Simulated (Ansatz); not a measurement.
Input and command of a plane-wave DFT calculation in Ansatz:

```yaml
crystal:
  lattice:
    - [2.7876497681, 0.0, 0.0]
    - [0.0, 2.7876497681, 0.0]
    - [0.0, 0.0, 7.440025851]
  atoms:
    - { symbol: Al, position: [0.0, 0.0, 0.5] }
    - { symbol: Al, position: [0.5, 0.5, 0.2233745414] }
    - { symbol: Al, position: [0.5, 0.5, 0.7766254586] }
    - { symbol: Cu, position: [0.0, 0.0, 0.0] }
basis:
  ecutwfc: 500
kpoints:
  mp_grid: { grid: [18, 18, 8] }
hamiltonian:
  xc: r2scan
scf:
  occupations: { method: gaussian, width: 0.1 }
output:
  forces: true
  stress: true
  eigenvalues: true
relax:
  adjacent_minimum: "off"
  f_tol: 0.008
  max_steps: 40
  cell: { stress_tol: 0.015, fix: [c, angles] }
```

```bash
ansatz run input.yaml --threads 1 --pin off --max-ram 2560MiB --backend cpu --events-out ev --progress --plain --runs-dir out
```

Processor: Intel(R) Xeon(R) Platinum 8259CL CPU @ 2.50GHz (Skylake/Cascade Lake), 1 thread, on a host shared with other jobs.

Question: Estimate time, memory and problem size.

Answer: About 100 s on 1 thread of Intel(R) Xeon(R) Platinum 8259CL CPU @ 2.50GHz (Skylake/Cascade Lake), on a shared host, peak memory 0.77 GiB. It solves 18 bands at 275 k points (the mesh reduced by the symmetry that the task leaves, which can be less than the crystal's) with about 1451 plane waves (on the last cell), in 22 SCF iterations over 3 ionic steps.
